Q: I have a curve of energy and pressure for silicon at seven volumes. Where would the crystal settle if I let go of it?

ABINIT 10.8.3 plane-wave DFT calculations with the PBE functional for diamond-structure silicon at uniformly scaled volumes, without spin polarisation. They use PseudoDojo NC SR PBE v0.4 stringent pseudopotentials, a 489.805 eV cutoff, an 8×8×8 k mesh and Fermi–Dirac smearing of 0.05 eV. Energies are counted from the minimum of the fitted curve.

```
volume (Å³/atom)  energy (meV/atom)  pressure (GPa)
           18.95              34.35           7.850
           19.36              17.65           5.420
           19.76               6.76           3.230
           20.16               1.11           1.250
           20.57               0.19          -0.530
           20.97               3.53          -2.140
           21.37              10.70          -3.580
```

A: It settles where the pressure is zero. A positive pressure means that the crystal has to be squeezed to stay at that volume, a negative one that it has to be pulled. The sign changes between 20.16 and 20.57 Å³ per atom, and a straight line between those two rows crosses zero at 20.45 Å³. The energy, counted from the minimum of its fitted curve, is also lowest there, as it must be, because pressure is the downhill slope of energy against volume.

Q: The smallest volume costs 34.35 meV per atom and the largest only 10.70. Is silicon three times harder to compress than to stretch?

A: No, because the two ends are not equally far from the minimum. The smallest volume lies about 1.5 Å³ away from it and the largest about 0.9. For a plain parabola the cost grows as the square of that distance, which already makes the first row 2.6 times as expensive as the last. The computed ratio is 3.2, so most of the lopsidedness comes from where the scan was centred, and only the remainder belongs to silicon.

Q: Then what is that remainder?

A: It is mainly stiffening: the more the crystal is squeezed, the harder it resists the next squeeze. The measure is the bulk modulus B, the rise in pressure per fractional loss of volume. Take the step from 19.76 to 20.16 Å³, where the pressure falls from 3.23 to 1.25 GPa:

B ≈ 19.96 × (3.23 − 1.25) / (20.16 − 19.76) ≈ 99 GPa

With unrounded volumes it is 98 GPa. The same arithmetic gives 115 GPa for the first step and 76 GPa for the last, and the modulus falls at every step between, although the bonds lengthen by only 3.4 % on the way.

The table shows the stiffening; its cause comes from the theory of bonding. When atoms approach, the Pauli principle forces their electrons into states of higher kinetic energy, and this repulsion rises ever more steeply. The attraction changes more gently with distance. A squeezed bond therefore sits on a steeper wall than a stretched one.

Q: Could I still picture the bonds as ordinary springs?

A: For the energy near the minimum, yes; for the change in stiffness, no. Even scaling leaves the bond angles alone, so the energy depends on bond length only, and a harmonic spring is a fair first guess. To see what it predicts, let the energy be a parabola in some power of the volume, V^(−n/3). Harmonic springs are n = −1, since bond length goes as V^(1/3). With s = ln(V/V₀), where V₀ is the equilibrium volume, and A a constant, the first terms are

E ≈ A s² (1 − n s/3)

P = −dE/dV ≈ −B₀ s [1 − (n + 2) s/2]

B = −V dP/dV ≈ B₀ [1 − (n + 2) s] ≈ B₀ + (n + 2) P

Here B₀ is the modulus at zero pressure. Each gigapascal of pressure thus adds n + 2 gigapascals to the modulus: 1 for harmonic springs, and 4 for n = 2, which is the second-order Birch–Murnaghan form. The full third-order form, fitted to the computed energies, gives 4.24. The plain parabola in volume used earlier is n = −3 and gives −1, so even a crystal of constant modulus would show a small part of the remainder.

Both simple forms were also fitted to all seven energies, with three constants each, as the output below shows. The springs miss by 0.28 meV per atom on average (root mean square), the Birch–Murnaghan form by 0.02 meV. That form works because its built-in slope of 4 lies close to the 4.24 of this curve, whereas the springs' slope of 1 lies far from it; a form with a slope well above 4.24 would be expected to miss as well. It is a good description of the wall, not a theory of it.

Q: If short bonds are stiff bonds, can I get the modulus of diamond by squeezing silicon down to carbon's bond length?

A: You would overshoot enormously, even if silicon kept the diamond structure, which it really gives up long before that point. Along this curve the modulus falls as about the 12.6th power of the bond length. That is the stiffening again in other words: a modulus that gains 4.24 GPa per gigapascal goes as the volume to the power −4.24, and volume is the cube of length. Under much stronger compression that power shrinks, but it is expected to stay well above the one that leads from silicon to diamond. With rough recalled values for carbon of 440 GPa and 1.5 Å, that one comes out near 3.5; the bond length is rounded down, so the power is expected to be a little higher, but still under 4.

The difference lies in what is held fixed. Squeezing silicon pushes the same atoms up their repulsive wall. Replacing silicon by carbon brings in a smaller core, so the wall moves inward together with the bond, and each crystal rests at its own minimum. A law for a series of elements should therefore not be used for one element under pressure, nor the other way round.

Q: Which digits can I trust?

A: At these settings, the equilibrium volume is fixed to about 0.01 Å³. That is not the whole numerical error: the mesh and cutoff are usual working ones, and no denser mesh or higher cutoff was tried here. For the cutoff, though not for the mesh, a test is at hand, because the pressures were computed from the stress and not from the energies. They lie about 0.02 GPa below the slope of the fitted energy curve in every row. The stress is evaluated with a fixed set of plane waves, whereas the energies are computed at a fixed cutoff, for which the set grows with the cell. A gap of this sign is what Pulay stress gives; a higher cutoff is expected to reduce it, and here it shifts the volume by only 0.005 Å³.

As a statement about real silicon, the volume is much less certain. The measured value is roughly 20 Å³ per atom, so PBE makes the crystal about 2 % too large. No finer mesh or higher cutoff would cure that, since it comes mainly from the functional.

Q: My handbook gives a modulus of roughly 100 GPa, and the calculation gives 88. Does PBE make the bonds too soft as well?

A: Much of that softness seems to be the volume error seen a second time. Hold the PBE crystal at the measured 20 Å³, and it needs a pressure of about 2.1 GPa. The stiffening rule then gives

B ≈ 88.4 + 4.24 × 2.1 ≈ 97 GPa

This volume lies inside the fitted range, and the step worked out earlier, which used only the stresses, gave 98 GPa at almost the same volume. At the right bond length, then, PBE silicon is nearly as stiff as the real one. The comparison remains a rough one, because the calculation leaves out zero-point motion and temperature, which both change the measured volume and modulus a little. For an elastic calculation it still matters which volume is used: a shift of little more than 2 % in volume moves the modulus by about 10 %.

Output of the analysis:

```
Curve and local modulus (modulus and middle bond belong to the step from the row before):
    row  bond A  parabola meV  BM pressure GPa  BM less stress GPa  middle bond A  local modulus GPa
  18.95   2.309         30.09            7.877             0.02662            n/a                n/a
  19.36   2.325         16.04            5.441             0.02107          2.317              115.4
  19.76   2.341         6.368            3.248             0.01816          2.333              106.2
  20.16   2.357         1.087            1.272              0.0225          2.349              98.01
  20.57   2.373        0.1925          -0.5085             0.02148          2.365              89.89
  20.97   2.388         3.686           -2.115             0.02531          2.381              82.92
  21.37   2.403         11.57           -3.564             0.01629          2.396               75.6
fit of energy on 7 rows: constant -0.2465 +/- 0.2, coefficient of w -38.74 +/- 14, coefficient of w**2 53464 +/- 919; rms 0.281, worst 19.36 0.321, leave-one-out rms 0.754
fit of energy on 7 rows: constant -0.01917 +/- 0.015, coefficient of f 2.826 +/- 1.1, coefficient of f**2 50960 +/- 67; rms 0.0211, worst 21.37 0.0252, leave-one-out rms 0.0567
fit of log(Bl) on 6 rows: constant 15.35 +/- 0.17, coefficient of log(dm) -12.61 +/- 0.2; rms 0.00459, worst 21.37 0.00721, leave-one-out rms 0.00825
Volume of zero pressure by straight line between rows (A^3/atom): 20.45
Energy of first row over last row: 3.21
Squared distance from minimum of first row over last row: 2.602
Equilibrium bond length (A): 2.368
Local modulus of first step over last step: 1.527
Rise of middle bond length from first to last step (percent): 3.392
Misfit of springs over misfit of Eulerian form: 13.29
Mean of BM pressure less stress pressure (GPa): 0.02163
Volume shift that this pressure gap makes (A^3/atom): 0.005005
Rough power of modulus against bond length from carbon to silicon: -3.515
PBE pressure at the rough measured volume (GPa): 2.055
PBE modulus at the rough measured volume (GPa): 97.1
```
